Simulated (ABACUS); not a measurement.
# MgSe (Fm-3m) in ABACUS: equation of state

How stiff is MgSe in PBEsol, and what volume does it want? The cell is scaled to several volumes.

All numbers are computed with ABACUS 3.10.1; they aren't measurements. Logs are shortened: lines on timing, memory, paths and dates and some standing lists are left out, and cuts for length are marked.

## (1) The crystal as given

The structure is cubic, space group Fm-3m (No. 225). The conventional cell has a = 5.451 Å, b = 5.451 Å, c = 5.451 Å, α = 90.00°, β = 90.00°, γ = 90.00°. Se (site symmetry m-3m) has 6 Mg at 2.73 Å as nearest neighbours. Around Mg (site symmetry m-3m) lie 6 Se at 2.73 Å.

## (2) Equation of state, PBEsol, 19.03 Å³/atom (volume scaled by 0.94)

The input, INPUT:

```
INPUT_PARAMETERS
suffix              MgSe
calculation         scf
basis_type          pw
pseudo_dir          ./
symmetry            1
dft_functional      pbesol
ecutwfc             87
pseudo_rcut         7
nspin               1
nbands              17
ks_solver           dav
smearing_method     fd
smearing_sigma      0.00367493
scf_thr             1e-08
scf_nmax            100
mixing_type         broyden
mixing_beta         0.7
cal_force           1
cal_stress          1
kpar                4
```

The input, STRU:

```
ATOMIC_SPECIES
Se 78.9710 Se.upf
Mg 24.3050 Mg.upf

LATTICE_CONSTANT
1.8897261246

LATTICE_VECTORS
0.0000000000 2.6698619393 2.6698619393
2.6698619393 0.0000000000 2.6698619393
2.6698619393 2.6698619393 0.0000000000

ATOMIC_POSITIONS
Direct

Se
0.0
1
0.5000000000 0.5000000000 0.5000000000 1 1 1

Mg
0.0
1
0.0000000000 0.0000000000 0.0000000000 1 1 1
```

The input, KPT:

```
K_POINTS
0
Gamma
8 8 8 0 0 0
```

Potentials or basis: PseudoDojo NC SR 0.4.1 PBEsol standard, plane waves.

On the command line:

```
> OMP_NUM_THREADS=1 mpirun -np 4 abacus > log
```

running log:

```text
ABACUS v3.10.1

               Atomic-orbital Based Ab-initio Computation at UStc

 ------------------------------------------------------------------------------------

 READING GENERAL INFORMATION
                           global_out_dir = OUT.MgSe/
                           global_in_card = INPUT
                               pseudo_dir = ./
                              orbital_dir =
                                    DSIZE = 4
                                    GSIZE = 1

 READING UNITCELL INFORMATION
                                    ntype = 2
                  lattice constant (Bohr) = 1.88973
              lattice constant (Angstrom) = 1

 READING ATOM TYPE 1
                               atom label = Se
                      L=0, number of zeta = 1
                      L=1, number of zeta = 1
                      L=2, number of zeta = 1
             number of atom for this type = 1

 READING ATOM TYPE 2
                               atom label = Mg
                      L=0, number of zeta = 1
                      L=1, number of zeta = 1
                      L=2, number of zeta = 1
             number of atom for this type = 1

                        TOTAL ATOM NUMBER = 2
DIRECT COORDINATES
    atom                   x                   y                   z     mag                  vx                  vy                  vz
taud_Se1            0.5000000000        0.5000000000        0.5000000000  0.0000        0.0000000000        0.0000000000        0.0000000000
taud_Mg1            0.0000000000        0.0000000000        0.0000000000  0.0000        0.0000000000        0.0000000000        0.0000000000

                          Volume (Bohr^3) = 256.858
                             Volume (A^3) = 38.0624

 Lattice vectors: (Cartesian coordinate: in unit of a_0)
                   +0            +2.66986            +2.66986
             +2.66986                  +0            +2.66986
             +2.66986            +2.66986                  +0
 Reciprocal vectors: (Cartesian coordinate: in unit of 2 pi/a_0)
            -0.187276           +0.187276           +0.187276
            +0.187276           -0.187276           +0.187276
            +0.187276           +0.187276           -0.187276
 The esolver type has been set to : ksdft_pw

                PAO radial cut off (Bohr) = 7

 Read in pseudopotential file is Se.upf
                     pseudopotential type = NC
          exchange-correlation functional = PBESOL
                 nonlocal core correction = 1
                        valence electrons = 16
                                     lmax = 2
                           number of zeta = 3
                     number of projectors = 6
                           L of projector = 0
[... 5 lines left out ...]
                PAO radial cut off (Bohr) = 7

 Read in pseudopotential file is Mg.upf
                     pseudopotential type = NC
          exchange-correlation functional = PBESOL
                 nonlocal core correction = 0
                        valence electrons = 10
                                     lmax = 1
                           number of zeta = 3
                     number of projectors = 4
                           L of projector = 0
                           L of projector = 0
                           L of projector = 1
                           L of projector = 1
     initial pseudo atomic orbital number = 14

 SETUP THE ELECTRONS NUMBER
            electron number of element Se = 16
      total electron number of element Se = 16
            electron number of element Mg = 10
      total electron number of element Mg = 10
            AUTOSET number of electrons:  = 26
                           occupied bands = 13
                                   NBANDS = 17
                                   NLOCAL = 18

%%%%%%%%%%%%%%%%%%%%%%%%%%%%%%%%%%%%%%%%%%%%%%%%%%%%%%%%%%%%%%%%%%%%%%%%%%%%%%%%%%%%%%%%%%%%%%%%%%%%%%%%%%
 Warning: the number of valence electrons in pseudopotential > 6 for Se: [Ar] 3d10 4s2 4p4
 Warning: the number of valence electrons in pseudopotential > 2 for Mg: [Ne] 3s2
 Pseudopotentials with additional electrons can yield (more) accurate outcomes, but may be less efficient.
 If you're confident that your chosen pseudopotential is appropriate, you can safely ignore this warning.
%%%%%%%%%%%%%%%%%%%%%%%%%%%%%%%%%%%%%%%%%%%%%%%%%%%%%%%%%%%%%%%%%%%%%%%%%%%%%%%%%%%%%%%%%%%%%%%%%%%%%%%%%%

 SETUP THE PLANE WAVE BASIS
 energy cutoff for charge/potential (unit:Ry) = 348
            fft grid for charge/potential = [ 45, 45, 45 ]
                        fft grid division = [ 1, 1, 1 ]
        big fft grid for charge/potential = [ 45, 45, 45 ]
                                     nbxx = 91125
                                     nrxx = 91125

 SETUP PLANE WAVES FOR CHARGE/POTENTIAL
                    number of plane waves = 27989
                         number of sticks = 1225

 PARALLEL PW FOR CHARGE/POTENTIAL
     PROC   COLUMNS(POT)             PW
        1           1225          27989
 --------------- sum -------------------
        1           1225          27989
                            number of |g| = 301
                                  max |g| = 31.4246
                                  min |g| = 0

----------- Double Check Mixing Parameters Begin ------------
mixing_type: broyden
mixing_beta: 0.7
mixing_gg0: 1
mixing_gg0_min: 0.1
mixing_ndim: 8
----------- Double Check Mixing Parameters End ------------

 LATTICE VECTORS: (CARTESIAN COORDINATE: IN UNIT OF A0)
                   +0            +2.66986            +2.66986
             +2.66986                  +0            +2.66986
             +2.66986            +2.66986                  +0
                       right hand lattice = 1
                                   NORM_A = 3.77575
                                   NORM_B = 3.77575
                                   NORM_C = 3.77575
                           ALPHA (DEGREE) = 60
                           BETA  (DEGREE) = 60
                           GAMMA (DEGREE) = 60

 The lattice vectors have been changed (STRU_SIMPLE.cif)

(for optimal symmetric configuration:)
                             BRAVAIS TYPE = 3
                     BRAVAIS LATTICE NAME = 03. Cubic F (face-centered)
                                    ibrav = 3
                                    IBRAV = 3
                                  BRAVAIS = FACE CENTERED CUBIC
                       LATTICE CONSTANT A = 5.33972
Original cell was already a primitive cell.
                        ROTATION MATRICES = 48
              PURE POINT GROUP OPERATIONS = 48
                   SPACE GROUP OPERATIONS = 48
                              POINT GROUP = O_h
               POINT GROUP IN SPACE GROUP = O_h

 SETUP K-POINTS
                                    nspin = 1
                   Input type of k points = Monkhorst-Pack(Gamma)
                                   nkstot = 512
                       right hand lattice = 1
(for reciprocal lattice: )
                             BRAVAIS TYPE = 2
                     BRAVAIS LATTICE NAME = 02. Cubic I (body-centered)
                                    ibrav = 2
                       right hand lattice = 1
(for k-lattice: )
                             BRAVAIS TYPE = 2
                     BRAVAIS LATTICE NAME = 02. Cubic I (body-centered)
                                    ibrav = 2
                       right hand lattice = 1
                        ROTATION MATRICES = 48
                               nkstot_ibz = 29
K-POINTS REDUCTION ACCORDING TO SYMMETRY
     IBZ    DIRECT_X    DIRECT_Y    DIRECT_Z  WEIGHT  ibz2bz
       1  0.00000000  0.00000000  0.00000000  0.0020       0
       2  0.12500000  0.12500000  0.12500000  0.0156       1
       3  0.25000000  0.25000000  0.25000000  0.0156       2
       4  0.37500000  0.37500000  0.37500000  0.0156       3
       5  0.50000000  0.50000000  0.50000000  0.0078       4
       6  0.12500000  0.12500000  0.00000000  0.0117       9
[... 21 lines left out ...]
      28 -0.12500000  0.50000000  0.37500000  0.0234     101
      29  0.50000000  0.25000000 -0.25000000  0.0117     166

                               nkstot now = 29
[... K-POINTS DIRECT COORDINATES: 29 rows ...]

           k-point number in this process = 8
       minimum distributed K point number = 7
[... stars of the k points ...]

[... K-POINTS CARTESIAN COORDINATES: 8 rows ...]

[... K-POINTS DIRECT COORDINATES: 8 rows ...]

 SETUP PLANE WAVES FOR WAVE FUNCTIONS
     energy cutoff for wavefunc (unit:Ry) = 87
              fft grid for wave functions = [ 45, 45, 45 ]
                    number of plane waves = 4279
                         number of sticks = 349

 PARALLEL PW FOR WAVE FUNCTIONS
     PROC   COLUMNS(POT)             PW
        1            349           4279
 --------------- sum -------------------
        1            349           4279

 SETUP NONLOCAL PSEUDOPOTENTIALS IN PLANE WAVE BASIS
 Se non-local projectors:
 projector 1 L=0
 projector 2 L=0
 projector 3 L=1
 projector 4 L=1
 projector 5 L=2
 projector 6 L=2
 Mg non-local projectors:
 projector 1 L=0
 projector 2 L=0
 projector 3 L=1
 projector 4 L=1
      TOTAL NUMBER OF NONLOCAL PROJECTORS = 26

 Init Non-Local PseudoPotential table :
 Init Non-Local-Pseudopotential done.

                                     npwx = 3545

 Make real space PAO into reciprocal space.
       max mesh points in Pseudopotential = 701
     dq(describe PAO in reciprocal space) = 0.01
                                    max q = 1124

 number of pseudo atomic orbitals for Se is 3
WARNING: norm of atomic wavefunction # 2 of atomic type Se is 0.999994, renormalized
WARNING: norm of atomic wavefunction # 3 of atomic type Se is 0.999458, renormalized

 number of pseudo atomic orbitals for Mg is 3
WARNING: norm of atomic wavefunction # 3 of atomic type Mg is 0.994389, renormalized

 -------------------------------------------
 SELF-CONSISTENT
 -------------------------------------------
                                 init_chg = atomic

 PW ALGORITHM --------------- ION=   1  ELEC=   1--------------------------------
 Notice: Threshold on eigenvalues was too large.
 hsover_error=0.26 > DRHO=0.0578031
 Origin diag ethr = 0.01
 New diag ethr = 0.00022232

 Density error is 0.0585834650472
                          Error Threshold = 0.000222319617386
----------------------------------------------------------
     Energy           Rydberg                 eV
----------------------------------------------------------
 E_KohnSham     -361.0029811389      -4911.6975384759
 E_Harris       -360.2443201412      -4901.3754260561
 E_Fermi        0.6930460229         9.4293748878
----------------------------------------------------------
[... 51 lines left out ...]
 Density error is 3.16075203927e-09
                          Error Threshold = 4.84066614984e-10
----------------------------------------------------------
     Energy           Rydberg                 eV
----------------------------------------------------------
 E_KohnSham     -361.0128559791      -4911.8318925692
 E_KS(sigma->0) -361.0128559791      -4911.8318925690
 E_Harris       -361.0125035079      -4911.8270969523
 E_band         -49.5709262149       -674.4470516596
 E_one_elec     -206.8721941820      -2814.6405986380
 E_Hartree      105.8816908372       1440.5943092602
 E_xc           -63.7087204274       -866.8016101020
 E_Ewald        -196.3136322068      -2670.9839930892
 E_entropy(-TS) -0.0000000000        -0.0000000003
 E_descf        0.0000000000         0.0000000000
 E_exx          0.0000000000         0.0000000000
 E_Fermi        0.7199128034         9.7949161890
----------------------------------------------------------

 charge density convergence is achieved
 final etot is -4911.8318926 eV
 EFERMI = 9.794916189 eV

 STATE ENERGY(eV) AND OCCUPATIONS    NSPIN == 1
 1/8 kpoint (Cartesian) = 0.0000 0.0000 0.0000 (3527 pws)
       1       -66.0965     0.00390625
       2       -37.5701     0.00390625
       3       -37.5701     0.00390625
       4       -37.5602     0.00390625
       5       -37.5602     0.00390625
       6       -37.5602     0.00390625
[... 9 lines left out ...]
      16        16.1830    1.27461e-58
      17        16.1830    1.27461e-58
[... 78 lines left out ...]
       1       -66.0965      0.0234375
       2       -37.5703      0.0234375
       3       -37.5701      0.0234375
       4       -37.5602      0.0234375
       5       -37.5600      0.0234375
       6       -37.5600      0.0234375
[... 9 lines left out ...]
      16        16.5437    5.63582e-61
      17        16.9497    1.67442e-64

[... levels at 2 further k points ...]

------------------------------------------------------------------------------------------
 TOTAL-FORCE (eV/Angstrom)
------------------------------------------------------------------------------------------
                       Se1         0.0000000000         0.0000000000         0.0000000000
                       Mg1         0.0000000000         0.0000000000         0.0000000000
------------------------------------------------------------------------------------------

----------------------------------------------------------------
 TOTAL-STRESS (KBAR)
----------------------------------------------------------------
        45.5710974024        -0.0000000000         0.0000000000
         0.0000000000        45.5710974024        -0.0000000000
         0.0000000000        -0.0000000000        45.5710974024
----------------------------------------------------------------
 TOTAL-PRESSURE: 45.571097 KBAR

 --------------------------------------------
 !FINAL_ETOT_IS -4911.8318925691701224 eV
 --------------------------------------------
```

It took 3.6 s on 4 MPI ranks of AMD EPYC 9R45 (Zen 5), shared host; peak memory 0.36 GiB.

Results:

```
Free energy            : -4911.8319 eV
Pressure               : 4.6 GPa
Band gap on the k mesh : 1.87 eV, indirect (least direct gap 2.92 eV)
```

## (3) Equation of state, PBEsol, 19.44 Å³/atom (volume scaled by 0.96)

INPUT is that of step 2.

Edit STRU of step 2 so:

```diff
@@ -8,5 +8,5 @@
 LATTICE_VECTORS
-0.0000000000 2.6698619393 2.6698619393
-2.6698619393 0.0000000000 2.6698619393
-2.6698619393 2.6698619393 0.0000000000
+0.0000000000 2.6886644034 2.6886644034
+2.6886644034 0.0000000000 2.6886644034
+2.6886644034 2.6886644034 0.0000000000
```

KPT is that of step 2.

Potentials or basis: PseudoDojo NC SR 0.4.1 PBEsol standard, plane waves.

On the command line:

```
> OMP_NUM_THREADS=1 mpirun -np 4 abacus > log
```

It took 3.6 s on 4 MPI ranks of AMD EPYC 9R45 (Zen 5), shared host; peak memory 0.36 GiB.

It converged, with:

```
Free energy            : -4911.8506 eV
Pressure               : 2.9 GPa
Band gap on the k mesh : 1.84 eV, indirect (least direct gap 2.77 eV)
```

## (4) Equation of state, PBEsol, 19.84 Å³/atom (volume scaled by 0.98)

INPUT is that of step 3.

Edit STRU of step 3 so:

```diff
@@ -8,5 +8,5 @@
 LATTICE_VECTORS
-0.0000000000 2.6886644034 2.6886644034
-2.6886644034 0.0000000000 2.6886644034
-2.6886644034 2.6886644034 0.0000000000
+0.0000000000 2.7072075025 2.7072075025
+2.7072075025 0.0000000000 2.7072075025
+2.7072075025 2.7072075025 0.0000000000
```

KPT is that of step 3.

On the command line:

```
> OMP_NUM_THREADS=1 mpirun -np 4 abacus > log
```

Wall time 3.7 s (4 MPI ranks of AMD EPYC 9R45 (Zen 5), shared host); peak memory 0.36 GiB.

Results (log left out):

- Free energy: -4911.8613 eV
- Pressure: 1.4 GPa
- Band gap on the k mesh: 1.80 eV, indirect (least direct gap 2.63 eV)

## (5) Equation of state, PBEsol, 20.25 Å³/atom

INPUT is that of step 4.

Edit STRU of step 4 so:

```diff
@@ -8,5 +8,5 @@
 LATTICE_VECTORS
-0.0000000000 2.7072075025 2.7072075025
-2.7072075025 0.0000000000 2.7072075025
-2.7072075025 2.7072075025 0.0000000000
+0.0000000000 2.7255000000 2.7255000000
+2.7255000000 0.0000000000 2.7255000000
+2.7255000000 2.7255000000 0.0000000000
```

KPT is that of step 4.

On the command line:

```
> OMP_NUM_THREADS=1 mpirun -np 4 abacus > log
```

Wall time 3.7 s (4 MPI ranks of AMD EPYC 9R45 (Zen 5), shared host); peak memory 0.36 GiB.

Results (log left out):

* Free energy: -4911.8647 eV
* Pressure: 0.0 GPa
* Band gap on the k mesh: 1.77 eV, indirect (least direct gap 2.50 eV)

## (6) Equation of state, PBEsol, 20.65 Å³/atom (volume scaled by 1.02)

INPUT is that of step 5.

Edit STRU of step 5 so:

```diff
@@ -8,5 +8,5 @@
 LATTICE_VECTORS
-0.0000000000 2.7255000000 2.7255000000
-2.7255000000 0.0000000000 2.7255000000
-2.7255000000 2.7255000000 0.0000000000
+0.0000000000 2.7435501949 2.7435501949
+2.7435501949 0.0000000000 2.7435501949
+2.7435501949 2.7435501949 0.0000000000
```

KPT is that of step 5.

Potentials or basis: PseudoDojo NC SR 0.4.1 PBEsol standard, plane waves.

On the command line:

```
> OMP_NUM_THREADS=1 mpirun -np 4 abacus > log
```

Wall time 3.7 s (4 MPI ranks of AMD EPYC 9R45 (Zen 5), shared host); peak memory 0.36 GiB.

The run converged. Its results:

```
Free energy            : -4911.8615 eV
Pressure               : -1.3 GPa
Band gap on the k mesh : 1.74 eV, indirect (least direct gap 2.37 eV)
```

## (7) Equation of state, PBEsol, 21.06 Å³/atom (volume scaled by 1.04)

INPUT is that of step 6.

Edit STRU of step 6 so:

```diff
@@ -8,5 +8,5 @@
 LATTICE_VECTORS
-0.0000000000 2.7435501949 2.7435501949
-2.7435501949 0.0000000000 2.7435501949
-2.7435501949 2.7435501949 0.0000000000
+0.0000000000 2.7613659551 2.7613659551
+2.7613659551 0.0000000000 2.7613659551
+2.7613659551 2.7613659551 0.0000000000
```

KPT is that of step 6.

On the command line:

```
> OMP_NUM_THREADS=1 mpirun -np 4 abacus > log
```

Wall time 4.2 s (4 MPI ranks of AMD EPYC 9R45 (Zen 5), shared host); peak memory 0.4 GiB.

It converged, with:

```
Free energy            : -4911.8525 eV
Pressure               : -2.3 GPa
Band gap on the k mesh : 1.71 eV, indirect (least direct gap 2.24 eV)
```

## (8) Equation of state, PBEsol, 21.46 Å³/atom (volume scaled by 1.06)

INPUT is that of step 7.

Edit STRU of step 7 so:

```diff
@@ -8,5 +8,5 @@
 LATTICE_VECTORS
-0.0000000000 2.7613659551 2.7613659551
-2.7613659551 0.0000000000 2.7613659551
-2.7613659551 2.7613659551 0.0000000000
+0.0000000000 2.7789547475 2.7789547475
+2.7789547475 0.0000000000 2.7789547475
+2.7789547475 2.7789547475 0.0000000000
```

KPT is that of step 7.

On the command line:

```
> OMP_NUM_THREADS=1 mpirun -np 4 abacus > log
```

It took 4.2 s on 4 MPI ranks of AMD EPYC 9R45 (Zen 5), shared host; peak memory 0.4 GiB.

It converged, with:

```
Free energy            : -4911.8381 eV
Pressure               : -3.3 GPa
Band gap on the k mesh : 1.68 eV, indirect (least direct gap 2.13 eV)
```

## (9) Equation of state, PBEsol

Potentials or basis: PseudoDojo NC SR 0.4.1 PBEsol standard, plane waves.

This step only gathers the single runs of the series.

What came out:

```
Equilibrium volume                      : 20.25 Å³/atom
Bulk modulus                            : 65 GPa
Pressure derivative of the bulk modulus : 4.1
```

Energy against volume, from the lowest point:
| volume (Å³/atom) | energy (meV/atom) |
| --- | --- |
| 19.031 | 16.39 |
| 19.436 | 7.04 |
| 19.841 | 1.70 |
| 20.246 | 0.00 |
| 20.651 | 1.57 |
| 21.056 | 6.11 |
| 21.461 | 13.31 |
